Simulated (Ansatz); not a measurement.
## Ti, fcc: how the functional moves the structure

All rows: Ansatz, plane waves with scalar-relativistic PAW, 420 eV (500 eV for the SCAN forms), relaxed under each functional, no dispersion correction, no zero-point motion. B₀ comes from uniform scaling at fixed shape; a dash is a value not given.

```
functional  V (Å³/atom)         cell  B₀ (GPa)     magnetic state  ΔE to hcp (meV/atom)
       PBE        17.42  a = 4.115 Å       108  spin not included                    58
    r²SCAN        17.39  a = 4.113 Å       112  spin not included                    71
    PBEsol        16.71  a = 4.059 Å       115  spin not included                    56
       LDA        16.06  a = 4.005 Å       122  spin not included                    51
    revPBE        17.81  a = 4.146 Å       103  spin not included                    59
      RPBE        17.96  a = 4.157 Å       101  spin not included                    59
      BLYP        17.82  a = 4.147 Å       102  spin not included                    57
```

LDA gives the smallest volume and RPBE the largest.
